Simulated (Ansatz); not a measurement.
Crystal: Ti.

```
Ti
1.0
    -1.64100    1.64100    1.64100
     1.64100   -1.64100    1.64100
     1.64100    1.64100   -1.64100
Ti
1
Direct
  0.00000 0.00000 0.00000
```

This isn't the form of Ti at room conditions, which is hcp.

Base run:

```yaml
Program: Ansatz 0.2.0
Functional: PBEsol
Potentials_or_basis: Ansatz PAW
Cutoff: 420 eV
Density_cutoff: 1680 eV
k_mesh: 11 × 11 × 11
Occupations: fermi-dirac, width 0.05 eV
Spin: no spin polarisation
```

Its results: band gap on the k mesh none (metal or under the smearing width); pressure -6.8 GPa.

Problem. After a change of settings the same cell gave: band gap on the k mesh none (metal or under the smearing width); pressure -0.3 GPa. Which change was it?
A. functional from PBEsol to LDA; k mesh from 11 × 11 × 11 to 7 × 7 × 7
B. functional from PBEsol to r2SCAN; cutoff from 420 eV to 500 eV; density cutoff from 1680 eV to 2000 eV
C. functional from PBEsol to BLYP
D. functional from PBEsol to r2SCAN; cutoff from 420 eV to 500 eV; density cutoff from 1680 eV to 2000 eV; k mesh from 11 × 11 × 11 to 7 × 7 × 7

Solution. C.

BLYP binds less tightly than PBEsol, so the same cell stands under more pressure.

Caveats: the PAW data sets come from PBE, with cores solved anew for the run's functional, which leaves a small shift of forces and pressure; the potentials were made for another functional, which shifts forces and pressure (some runs).

Not every run made on this cell is shown here.
